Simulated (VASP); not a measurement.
# Fe (Im-3m) in VASP: single point with PBE

Aim: the single point of Fe with PBE.

Program: VASP 6.6.1. These are calculated values, not measurements. Logs are shortened: lines on timing, memory, paths and dates and some standing lists are left out, and cuts for length are marked.

**1. The structure**

It takes space group Im-3m (No. 229, cubic). The conventional cell has a = 2.829 Å, b = 2.829 Å, c = 2.829 Å, α = 90.00°, β = 90.00°, γ = 90.00°. Fe (site symmetry m-3m) has 8 Fe at 2.45 Å as nearest neighbours.

**2. Single point, PBE, collinear spin, ferromagnetic start**

INCAR reads:

```
ALGO     = Normal         # electronic algorithm
AMIX     = 0.2          
AMIX_MAG = 0.8          
BMIX     = 1E-4         
BMIX_MAG = 1E-4         
EDIFF    = 1E-6           # SCF threshold, eV
ENCUT    = 520            # plane-wave cutoff, eV
GGA      = PE             # functional
ICORELEVEL= 1            
ISIF     = 2              # what is computed and relaxed
ISMEAR   = 1              # smearing method
ISPIN    = 2              # spin polarisation
LASPH    = T              # aspherical terms in the spheres
LCHARG   = F              # write CHGCAR
LMAXMIX  = 4              # l up to which the mixer works
LORBIT   = 11             # projections on sites
LREAL    = F              # projectors in reciprocal space
LWAVE    = F              # write WAVECAR
MAGMOM   = 2.4            # initial moments
NELM     = 150            # most SCF steps
PREC     = Accurate       # precision mode
SIGMA    = 0.1            # smearing width, eV
```

KPOINTS reads:

```
k-points
0
Gamma
  14 14 38
```

POSCAR reads:

```
Fe
1.0
    2.8292640000      0.0000000000      0.0000000000
    0.0000000000      2.8292640000      0.0000000000
    1.4146320000     -1.4146320000      1.4146320000
Fe
1
Direct
    0.0000000000      0.0000000000      0.0000000000
```

Potentials or basis: VASP PAW PBE potentials, release 64 (Fe).

Launch:

```bash
$ cat potpaw_PBE.64/Fe/POTCAR > POTCAR
$ mpirun -np 1 vasp_std > vasp.out
```

OUTCAR:

```text
AMIX = 0.2
   AMIX_MAG = 0.8
   EDIFF = 1E-6
   ENCUT = 520
   GGA = PE
   ISIF = 2
   ISMEAR = 1
   ISPIN = 2
   LASPH = T
   LORBIT = 11
   LREAL = F
   NELM = 150
   PREC = Accurate

 ion  position               nearest neighbor table
   1  0.000  0.000  0.000-

  LATTYP: Found a body centered cubic cell.
 ALAT       =     2.8292640000

  Lattice vectors:

 A1 = (  -1.4146320000,   1.4146320000,  -1.4146320000)
 A2 = (  -1.4146320000,  -1.4146320000,   1.4146320000)
 A3 = (   1.4146320000,   1.4146320000,   1.4146320000)

Analysis of symmetry for initial positions (statically):
=====================================================================
 Subroutine PRICEL returns:
 Original cell was already a primitive cell.

 Routine SETGRP: Setting up the symmetry group for a
 body centered cubic supercell.

 Subroutine GETGRP returns: Found 48 space group operations
 (whereof 48 operations were pure point group operations)
 out of a pool of 48 trial point group operations.

The static configuration has the point symmetry O_h .

Analysis of symmetry for dynamics (positions and initial velocities):
=====================================================================
 Subroutine PRICEL returns:
 Original cell was already a primitive cell.

 Routine SETGRP: Setting up the symmetry group for a
 body centered cubic supercell.

 Subroutine GETGRP returns: Found 48 space group operations
 (whereof 48 operations were pure point group operations)
 out of a pool of 48 trial point group operations.

The dynamic configuration has the point symmetry O_h .

Analysis of structural, dynamic, and magnetic symmetry:
=====================================================================
 Subroutine PRICEL returns:
 Original cell was already a primitive cell.

 Routine SETGRP: Setting up the symmetry group for a
 body centered cubic supercell.

 Subroutine GETGRP returns: Found 48 space group operations
 (whereof 48 operations were pure point group operations)
 out of a pool of 48 trial point group operations.

The overall configuration has the point symmetry O_h .

 Subroutine INISYM returns: Found 48 space group operations
 (whereof 48 operations are pure point group operations),
 and found     1 'primitive' translations

----------------------------------------------------------------------------------------

                                     Primitive cell

  volume of cell :      11.3238

  direct lattice vectors                    reciprocal lattice vectors
     2.829264000  0.000000000  0.000000000     0.353448812  0.000000000 -0.353448812
     0.000000000  2.829264000  0.000000000     0.000000000  0.353448812  0.353448812
     1.414632000 -1.414632000  1.414632000     0.000000000  0.000000000  0.706897624

  length of vectors
     2.829264000  2.829264000  2.450214498     0.499852104  0.499852104  0.706897624

  position of ions in fractional coordinates (direct lattice)
     0.000000000  0.000000000  0.000000000

  ion indices of the primitive-cell ions
   primitive index   ion index
                 1           1

----------------------------------------------------------------------------------------

 KPOINTS: k-points

Automatic generation of k-mesh.
 Grid dimensions read from file:
 generate k-points for:   14   14   38

 Generating k-lattice:

  Cartesian coordinates                     Fractional coordinates (reciprocal lattice)
     0.025246344  0.000000000 -0.025246344     0.071428571  0.000000000  0.000000000
     0.000000000  0.025246344  0.025246344     0.000000000  0.071428571  0.000000000
     0.000000000  0.000000000  0.018602569     0.000000000  0.000000000  0.026315789

  Length of vectors
     0.035703722  0.035703722  0.018602569

  Shift w.r.t. Gamma in fractional coordinates (k-lattice)
     0.000000000  0.000000000  0.000000000

 -----------------------------------------------------------------------------
|                                                                             |
|           W    W    AA    RRRRR   N    N  II  N    N   GGGG   !!!           |
|           W    W   A  A   R    R  NN   N  II  NN   N  G    G  !!!           |
|           W    W  A    A  R    R  N N  N  II  N N  N  G       !!!           |
|           W WW W  AAAAAA  RRRRR   N  N N  II  N  N N  G  GGG   !            |
|           WW  WW  A    A  R   R   N   NN  II  N   NN  G    G                |
|           W    W  A    A  R    R  N    N  II  N    N   GGGG   !!!           |
[... 45 lines left out ...]
 [... further k-points ...]
   k-points           NKPTS =   1754   k-points in BZ     NKDIM =   1754   number of bands    NBANDS=      9
   number of dos      NEDOS =    301   number of ions     NIONS =      1
   total plane-waves  NPLWV =  10368
   dimension x,y,z NGX =    24 NGY =   24 NGZ =   18
   dimension x,y,z NGXF=    48 NGYF=   48 NGZF=   36
   ions per type =               1
   NGX,Y,Z   is equivalent  to a cutoff of  14.10, 14.10, 12.21 a.u.
   NGXF,Y,Z  is equivalent  to a cutoff of  28.20, 28.20, 24.43 a.u.
 SYSTEM =  unknown system
   PREC   = accura    normal or accurate (medium, high low for compatibility)
   ISTART =      0    job   : 0-new  1-cont  2-samecut
   ICHARG =      2    charge: 1-file 2-atom 10-const
   ISPIN  =      2    spin polarized calculation?
   LNONCOLLINEAR =      F non collinear calculations
   LSORBIT =      F    spin-orbit coupling
   LASPH  =      T    aspherical Exc in radial PAW
   ENCUT  =  520.0 eV  38.22 Ry    6.18 a.u.   5.26  5.26  4.56*2*pi/ulx,y,z
   NELM   =    150;   NELMIN=  2; NELMDL= -5     # of ELM steps
   EDIFF  = 0.1E-05   stopping-criterion for ELM
   LREAL  =      F    real-space projection
   EDIFFG = 0.1E-04   stopping-criterion for IOM
   NSW    =      0    number of steps for IOM
   IBRION =     -1    ionic relax: 0-MD 1-quasi-New 2-CG
   NFREE  =      0    steps in history (QN), initial steepest desc. (CG)
   ISIF   =      2    stress and relaxation
   ISYM   =      2    0-nonsym 1-usesym 2-fastsym
   POTIM  = 0.5000    time-step for ionic-motion
   TEBEG  =    0.0;   TEEND  =   0.0 temperature during run
   PSTRESS=    0.0 pullay stress
   NELECT =       8.0000    total number of electrons
   NUPDOWN=      -1.0000    fix difference up-down
   EMIN   =  10.00;   EMAX   =-10.00  energy-range for DOS
   EFERMI =   0.00;   METHOD = LEGACY
   ISMEAR =     1;   SIGMA  =   0.10  broadening in eV -4-tet -1-fermi 0-gaus
   EFERMI_NEDOS =   21; number of points for ismear=-14 and -15
   IALGO  =     38    algorithm
   IMIX   =      4    mixing-type and parameters
     AMIX     =   0.20;   BMIX     =  0.00
     AMIX_MAG =   0.80;   BMIX_MAG =  0.00
  volume/ion in A,a.u.               =      11.32        76.42
  Fermi-wavevector in a.u.,A,eV,Ry     =   1.458058  2.755329 28.925061  2.125932
  Thomas-Fermi vector in A             =   2.574787
   LORBIT       =     11    0 simple, 1 ext, 2 COOP (PROOUT), +10 PAW based schemes
   GGA     = PE    functional components
   LHFCALC =     F    Hartree Fock is set to
   AEXX    =    0.0000 exact exchange contribution
   IVDW    =     0    specifies the selected vdW correction
   LEPSILON=     F    determine dielectric tensor
   LRPA    =     F    only Hartree local field effects (RPA)
 spin polarized calculation
 Methfessel and Paxton  Order N= 1 SIGMA  =   0.10
  energy-cutoff  :      520.00
  volume of cell :       11.32
 maximum number of plane-waves:       321
 NGX is ok and might be reduce to    24
   NGX = 11   NGY = 11   NGZ =  9

 number of electron       8.0000003 magnetization       2.1814243

 Free energy of the ion-electron system (eV)
  ---------------------------------------------------
  ext. energy  EPLUGINS =         0.00000000
  ---------------------------------------------------
  free energy    TOTEN  =        -8.24349900 eV

  energy without entropy =       -8.24359974  energy(sigma->0) =       -8.24353258

 the core state eigenenergies are
   1-  1s  -6985.9983  2s   -807.1375  2p   -685.8814  3s    -80.8929  3p    -46.9610

 E-fermi :   5.8638     XC(G=0): -13.1353

 val. band max:        5.8633709440   @ k =  -0.2857   0.1429   0.3158
 cond. band min:       5.8642423077   @ k =   0.0714   0.5000   0.0789
 fundamental gap:      0.0008713637
 Fermi energy:         5.8638057422

 spin component 1

 k-point     1 :       0.0000    0.0000    0.0000
  band No.  band energies     occupation
      1      -2.5957      1.00000
      2       3.5533      1.00000
      3       3.5533      1.00000
      4       3.5533      1.00000
      5       4.7666      1.00000
      6       4.7666      1.00000
      7      30.9091      0.00000
      8      30.9091      0.00000
      9      30.9091      0.00000
[... 265 lines left out ...]
 k-point    24 :      -0.3571    0.2857    0.0000
  band No.  band energies     occupation
      1       2.0919      1.00000
      2       2.6004      1.00000
      3       2.9676      1.00000
      4       4.9703      1.00000
      5       5.1688      1.00000
      6      11.5746      0.00000
      7      13.4114      0.00000
      8      15.8660      0.00000
      9      25.0225      0.00000

 [... further k-points ...]

 spin component 2

 k-point     1 :       0.0000    0.0000    0.0000
  band No.  band energies     occupation
      1      -2.4260      1.00000
      2       5.4490      1.00000
      3       5.4492      1.00000
      4       5.4492      1.00000
      5       7.5151     -0.00000
      6       7.5152     -0.00000
      7      30.6621      0.00000
      8      30.6621      0.00000
      9      30.6621      0.00000
[... 265 lines left out ...]
 k-point    24 :      -0.3571    0.2857    0.0000
  band No.  band energies     occupation
      1       3.5608      1.00000
      2       4.1584      1.00000
      3       4.4212      1.00000
      4       7.4582     -0.00000
      5       7.6635     -0.00000
      6      12.6958      0.00000
      7      14.4988      0.00000
      8      16.7066      0.00000
      9      25.5475      0.00000

 [... further k-points ...]
[... 5 lines left out ...]
  --------------------------------------------------------------------------------------
  -------------------------------------------------------------------------------------
  Total        0.0143464      0.0143464      0.0143464      0.0000000      0.0000000      0.0000000
  in kB        2.0298470      2.0298470      2.0298470      0.0000000      0.0000000      0.0000000
  external PRESSURE =       2.0298470 kB  Pullay stress =       0.0000000 kB

 VOLUME and BASIS-vectors are now :
 -----------------------------------------------------------------------------
  energy-cutoff  :      520.00
  volume of cell :       11.32
      direct lattice vectors                 reciprocal lattice vectors
     2.829264000  0.000000000  0.000000000     0.353448812  0.000000000 -0.353448812
     0.000000000  2.829264000  0.000000000     0.000000000  0.353448812  0.353448812
     1.414632000 -1.414632000  1.414632000     0.000000000  0.000000000  0.706897624

 POSITION                                       TOTAL-FORCE (eV/Angst)
 -----------------------------------------------------------------------------------
      0.00000      0.00000      0.00000         0.000000      0.000000      0.000000
 -----------------------------------------------------------------------------------
    total drift:                                0.000000      0.000000      0.000000

  FREE ENERGIE OF THE ION-ELECTRON SYSTEM (eV)
  ---------------------------------------------------
  free  energy   TOTEN  =        -8.2434989955 eV

  energy  without entropy=       -8.2435997397  energy(sigma->0) =       -8.24353258

 total charge

# of ion       s       p       d       tot
------------------------------------------
    1        0.489   0.543   6.243   7.275

 magnetization (x)

# of ion       s       p       d       tot
------------------------------------------
    1       -0.013  -0.054   2.245   2.178
```

It took 4.3 min on 1 thread of Intel Xeon Platinum 8488C (Sapphire Rapids), shared host; peak memory 0.41 GiB.

What came out:

```yaml
Free_energy: -8.2435 eV
Pressure: 0.2 GPa
Band_gap_on_the_k_mesh: none (metal or under the smearing width)
Net_moment: 2.18 μB per cell
Site_moments: Fe +2.18 μB
Valence_electrons_inside_the_program's_atomic_spheres: Fe 7.28
```

Levels at points of the mesh, in eV from the Fermi level:
Spin up:
```csv
k point,band 3,band 4,band 5,band 6,band 7,band 8
"(0.00, 0.00, 0.00)",-2.31,-2.31,-1.10,-1.10,25.05,25.05
"(0.50, 0.00, 0.00)",-1.03,-0.91,0.39,0.51,7.38,18.39
"(0.00, 0.00, 0.50)",0.12,0.12,0.12,9.95,9.95,9.95
```
Spin down:
| k point | band 1 | band 2 | band 3 | band 4 | band 5 | band 6 |
| --- | --- | --- | --- | --- | --- | --- |
| (0.00, 0.00, 0.00) | -8.29 | -0.41 | -0.41 | -0.41 | 1.65 | 1.65 |
| (0.50, 0.00, 0.00) | -3.67 | -1.70 | 0.62 | 1.50 | 1.91 | 2.59 |
| (0.00, 0.00, 0.50) | -3.05 | -3.05 | 2.29 | 2.29 | 2.29 | 10.22 |

Core levels (eV, on the scale of the bands):
| atom | levels |
| --- | --- |
| 1 Fe | 1s -6986.0, 2s -807.1, 2p -685.9, 3s -80.9, 3p -47.0 |
